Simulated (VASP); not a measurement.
A calculation with VASP 6.6.1 of BN (native input, structure from a POSCAR):

The input INCAR:

```
SYSTEM = BN
  ALGO = Normal
  EDIFF = 1E-7
  ENCUT = 520
  GGA = PE
  ISIF = 2
  ISMEAR = 0
  LASPH = .True.
  LCHARG = .False.
  LREAL = .False.
  LWAVE = .False.
  NELM = 60
  PREC = Accurate
  SIGMA = 0.05
```

Contents of KPOINTS:

```
k-points
0
Gamma
  12 12 12
  0 0 0
```

File POSCAR:

```
BN
1.0
    1.2511217832      0.7223354983      3.3729344033
   -1.2511217832      0.7223354983      3.3729344033
    0.0000000000     -1.4446709966      3.3729344033
N B
1 1
Cartesian
    0.0000000000      0.0000000000      6.7516520399
    0.0000000000      0.0000000000      0.0033270625
```

Potentials or basis: VASP PAW PBE potentials, release 54 (N, B).

Run with:

```bash
$ cat potpaw_PBE.54/N/POTCAR potpaw_PBE.54/B/POTCAR > POTCAR
$ mpirun -np 1 vasp_std > vasp.out
```

The cell is a database's computed one.

Write the same calculation in another form: ASE script, structure from a POSCAR.

As run:

run.py

```python
from ase.calculators.vasp import Vasp
from ase.dft.bandgap import bandgap
from ase.io import read

atoms = read('POSCAR')
calc = Vasp(
    directory='calc',
    xc='pbe',
    pp='PBE',
    setups='recommended',
    pp_version='54',
    prec='Accurate',
    encut=520,
    ediff=1e-06,
    ismear=0,
    sigma=0.05,
    lreal=False,
    lasph=True,
    nelm=60,
    algo='Fast',
    isif=2,
    lwave=False,
    lcharg=True,
    lelf=True,
    lvhar=True,
    kpts=[12, 12, 12],
    gamma=True,
)
atoms.calc = calc

print('energy (eV):', atoms.get_potential_energy())
print('free energy (eV):', atoms.get_potential_energy(force_consistent=True))
print('forces (eV/A):')
print(atoms.get_forces())
print('stress (eV/A^3, Voigt):', atoms.get_stress())
print('Fermi level (eV):', calc.get_fermi_level())
gap, top, bottom = bandgap(calc)
print('band gap (eV):', gap, 'from (spin, k, band)', top, 'to', bottom)
```

Contents of POSCAR:

```
BN
1.0
    1.2511217832      0.7223354983      3.3729344033
   -1.2511217832      0.7223354983      3.3729344033
    0.0000000000     -1.4446709966      3.3729344033
N B
1 1
Direct
    0.6672382000      0.6672382000      0.6672382000
    0.0003288000      0.0003288000      0.0003288000
```

Potentials or basis: VASP PAW PBE potentials, release 54 (N, B).

Run with:

```bash
$ python run.py
```

Both were run:

|  | native input, structure from a POSCAR | ASE script, structure from a POSCAR |
| --- | --- | --- |
| Pressure | 3.6 GPa | 3.7 GPa |
| Band gap on the k mesh | 4.28 eV, indirect (least direct gap 4.70 eV) | 4.28 eV, indirect (least direct gap 4.70 eV) |

Keys that steer only the numerical path or the files written may differ.
